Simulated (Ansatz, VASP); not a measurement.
# LaAs: VASP beside Ansatz, part 2 of 2

One calculation is typed for both programs; each brings its own data sets and cutoff. How far apart do they land? The cell is taken from a series of VASP runs on this material, whose earlier steps may have relaxed, scaled or displaced it; both programs get it as it stands.

VASP 6.6.1 and Ansatz 0.2.0.

So far: Set-up; Ansatz: zone-centre phonons, PBEsol; VASP: zone-centre phonons, PBEsol.

### 3. VASP: zone-centre phonons, PBEsol (continued)

Level of this step: PBEsol; plane waves and PAW (La, As) (VASP).

Numbers of over 12 decimals in the logs are rounded to 6 here.

Parts of OUTCAR (step 3):

```text
ion  position               nearest neighbor table
   1  0.500  0.500  0.500-   2 3.06   2 3.06   2 3.06   2 3.06   2 3.06   2 3.06
   2  0.000  0.000  0.000-   1 3.06   1 3.06   1 3.06   1 3.06   1 3.06   1 3.06

  LATTYP: Found a face centered cubic cell.
 ALAT       =     6.1101124580

 Subroutine GETGRP returns: Found 48 space group operations
 (whereof 48 operations were pure point group operations)

The static configuration has the point symmetry O_h .

 Found     72 irreducible k-points:

   k-points           NKPTS =     72   k-points in BZ     NKDIM =     72   number of bands    NBANDS=     14

   dimension x,y,z NGX =    32 NGY =   32 NGZ =   32
   dimension x,y,z NGXF=    64 NGYF=   64 NGZF=   64

   ENCUT  =  500.0 eV  36.75 Ry    6.06 a.u.   7.88  7.88  7.88*2*pi/ulx,y,z

   NELECT =      16.0000    total number of electrons

 k-points in reciprocal lattice and weights: Automatic mesh
   0.00000000  0.00000000  0.00000000       0.001
   0.08333333  0.00000000  0.00000000       0.005
   0.16666667  0.00000000  0.00000000       0.005
   0.25000000  0.00000000  0.00000000       0.005
   0.33333333  0.00000000  0.00000000       0.005
   0.41666667  0.00000000  0.00000000       0.005
   0.50000000  0.00000000  0.00000000       0.002
   0.08333333  0.08333333  0.00000000       0.003
   0.16666667  0.08333333  0.00000000       0.014
[...]
-0.33333333  0.50000000  0.16666667       0.007
  -0.25000000  0.50000000  0.25000000       0.003

 average (electrostatic) potential at core
       1 -97.2428       2 -46.8067

  Total        0.0080301      0.0080301      0.0080301      0.0000000      0.0000000     -0.0000000
  in kB        0.2256035      0.2256035      0.2256035      0.0000000      0.0000000     -0.0000000
  external PRESSURE =       0.2256035 kB  Pullay stress =       0.0000000 kB

  energy-cutoff  :      500.00
  volume of cell :       57.03
      direct lattice vectors                 reciprocal lattice vectors
     0.000000000  3.055056229  3.055056229    -0.163663109  0.163663109  0.163663109
     3.055056229  0.000000000  3.055056229     0.163663109 -0.163663109  0.163663109
     3.055056229  3.055056229  0.000000000     0.163663109  0.163663109 -0.163663109

 POSITION                                       TOTAL-FORCE (eV/Angst)
 -----------------------------------------------------------------------------------
      3.05506      3.05506      3.05506        -0.000000     -0.000000     -0.000000
      0.00000      0.00000      0.00000         0.000000      0.000000      0.000000
 -----------------------------------------------------------------------------------
    total drift:                                0.000000     -0.000000      0.000000

 Eigenvectors and eigenvalues of the dynamical matrix
 ----------------------------------------------------

   1 f  =    3.936207 THz    24.731915 2PiTHz  131.297719 cm-1    16.278835 meV
             X         Y         Z           dx          dy          dz
      3.055056  3.055056  3.055056    -0.592407    0.044305   -0.009196
      0.000000  0.000000  0.000000     0.802031   -0.059983    0.012451

   2 f  =    3.936207 THz    24.731915 2PiTHz  131.297719 cm-1    16.278835 meV
             X         Y         Z           dx          dy          dz
      3.055056  3.055056  3.055056    -0.044310   -0.592478    0.000000
      0.000000  0.000000  0.000000     0.059990    0.802127    0.000000

   3 f  =    3.936207 THz    24.731915 2PiTHz  131.297719 cm-1    16.278835 meV
             X         Y         Z           dx          dy          dz
      3.055056  3.055056  3.055056    -0.009171    0.000686    0.594062
      0.000000  0.000000  0.000000     0.012416   -0.000929   -0.804270

   4 f/i=    0.010715 THz     0.067326 2PiTHz    0.357422 cm-1     0.044315 meV
             X         Y         Z           dx          dy          dz
      3.055056  3.055056  3.055056    -0.174371   -0.665574   -0.416667
      0.000000  0.000000  0.000000    -0.128796   -0.491616   -0.307765

   5 f/i=    0.010715 THz     0.067326 2PiTHz    0.357422 cm-1     0.044315 meV
             X         Y         Z           dx          dy          dz
      3.055056  3.055056  3.055056    -0.123316   -0.398310    0.687858
      0.000000  0.000000  0.000000    -0.091085   -0.294205    0.508075

   6 f/i=    0.010715 THz     0.067326 2PiTHz    0.357422 cm-1     0.044315 meV
             X         Y         Z           dx          dy          dz
      3.055056  3.055056  3.055056     0.775496   -0.212993    0.015692
      0.000000  0.000000  0.000000     0.572808   -0.157324    0.011591

 ELASTIC MODULI CONTR FROM IONIC RELAXATION (kBar)
 Direction    XX          YY          ZZ          XY          YZ          ZX
 --------------------------------------------------------------------------------
 XX           0.0000      0.0000      0.0000      0.0000      0.0000      0.0000
 YY           0.0000      0.0000      0.0000      0.0000      0.0000      0.0000
 ZZ           0.0000      0.0000      0.0000      0.0000      0.0000      0.0000
 XY           0.0000      0.0000      0.0000      0.0000      0.0000      0.0000
 YZ           0.0000      0.0000      0.0000      0.0000      0.0000      0.0000
 ZX           0.0000      0.0000      0.0000      0.0000      0.0000      0.0000
 --------------------------------------------------------------------------------
```

### 4. Comparison

Known differences besides the potentials themselves: the data sets hold 26 valence electrons in Ansatz (default PAW (the set named soft_2) files) and 16 in VASP; the cutoff is 420 eV in Ansatz and 500 eV in VASP; Ansatz makes its cores anew for this functional, VASP keeps those of its PBE data sets. Total energies have different zeros and are not compared.

The two programs side by side:

```
                  quantity  Ansatz   VASP  difference
optical mode 1 to 3 (cm⁻¹)   130.3  131.3     -0.78 %
```

Modes are paired by rising frequency and degeneracy, not by their patterns, so a pair may still set unlike modes beside each other.

### 5. What the set-up changes

Further runs change the set-up of one program: Ansatz's method, potentials or start, or VASP's data sets, cutoff or form of LDA. The table gives Ansatz less VASP for each quantity, since a change that brings one quantity closer may part another.

```
                              run  optical mode 1 to 3 (%)
                         as above                    -0.78
Ansatz's all-electron LAPW method                    -0.65
```

### 6. What came out

| Quantity | Value |
| --- | --- |
| r.m.s. difference of the optical zone-centre modes, each program's sorted by frequency (zone-centre phonons, PBEsol) | 1.0 cm⁻¹ |
| difference in optical mode 1 to 3 (zone-centre phonons, PBEsol) | -0.8 % |

What this shows: The r.m.s. difference of the optical zone-centre modes, each program's sorted by frequency is 1.0 cm⁻¹ (zone-centre phonons, PBEsol). Among the rows given in per cent, the largest difference of the zone-centre phonons, PBEsol pair is in optical mode 1 to 3, -0.8 %. For zone-centre phonons, PBEsol, no further run moves any of the tabulated differences by more than a quarter of its size. How closely two codes agree says nothing of how well the functional describes the real material.

[Lines on the potential files, build, host, timing and source positions are cut from VASP's logs without a mark.]

[Logs are printed without paths, hosts, clocks, repeated set-up lines and the standing remarks that a program may print on its own settings, such as how far it seeks lower states.]

[Hosts, paths, dates, database ids (printed as entryN), source tags and the programs' standing remarks are cut or masked in the printed files.]
